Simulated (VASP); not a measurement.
Write the native input for VASP 6.6.1 that does the following.

| Property | Result |
| --- | --- |
| Task | band structure |
| Functional | PBE |
| Potentials or basis | VASP PAW PBE potentials, release 64 (Zn, Ge_d, P) |
| Cutoff | 520 eV |
| k mesh | 8 × 8 × 8 |
| Occupations | gaussian, width 0.03 eV |
| Spin | no spin polarisation |
| Further INCAR settings | ALGO = Normal; EDIFF = 1e-06 |

The structure of ZnGeP2 lies in POSCAR:

```
ZnGeP2                                  
1.0
   -2.7135106774      2.7135106774      5.3548289180
    2.7135106774     -2.7135106774      5.3548289180
    2.7135106774      2.7135106774     -5.3548289180
  Zn              Ge              P             
     2     2     4
Direct
     0.0000000000000000    0.0000000000000000    0.0000000000000000
     0.7500000000000000    0.2500000000000000    0.5000000000000000
     0.5000000000000000    0.5000000000000000    0.0000000000000000
     0.2500000000000000    0.7500000000000000    0.5000000000000000
     0.3750000000000000    0.3772038256327619    0.5022038256327619
     0.6227961743672381    0.1250000000000000    0.9977961743672381
     0.8750000000000000    0.8727961743672381    0.4977961743672381
     0.1272038256327619    0.6250000000000000    0.0022038256327619
```

The input as run:

INCAR

```
PREC = Accurate
ENCUT = 520
EDIFF = 1E-6
ISMEAR = 0
SIGMA = 0.03
LREAL = F
LASPH = T
NELM = 80
ALGO = Normal
ISIF = 2
LWAVE = F
LCHARG = F
GGA = PE
KPAR = 2
```

KPOINTS

```
regular mesh
0
Gamma
  8 8 8
```

KPOINTS_OPT

```
explicit points
298
Reciprocal
 0.0000000000  0.0000000000  0.0000000000 1
 0.0263157895 -0.0263157895  0.0000000000 1
 0.0526315789 -0.0526315789  0.0000000000 1
 0.0789473684 -0.0789473684  0.0000000000 1
 0.1052631579 -0.1052631579  0.0000000000 1
 0.1315789474 -0.1315789474  0.0000000000 1
[... 290 lines left out ...]
 0.5299688800 -0.4700311200 -0.0299688800 1
 0.4700311200 -0.5299688800  0.0299688800 1
```

Potentials or basis: VASP PAW PBE potentials, release 64 (Zn, Ge_d, P).

Launch:

```bash
$ cat potpaw_PBE.64/Zn/POTCAR potpaw_PBE.64/Ge_d/POTCAR potpaw_PBE.64/P/POTCAR > POTCAR
$ mpirun -np 2 vasp_std > vasp.out
```

It gave:

- Pressure: 3.2 GPa
- Largest force: 0.043 eV/Å
- Band gap on the k mesh: 1.23 eV, indirect (least direct gap 1.38 eV)
- Band gap along the path: 1.18 eV, indirect (least direct gap 1.38 eV)

Run time: 15 min on 2 MPI ranks on Intel(R) Xeon(R) Platinum 8375C CPU @ 2.90GHz (Ice Lake), with other jobs on the host, peak memory 0.72 GiB a rank.
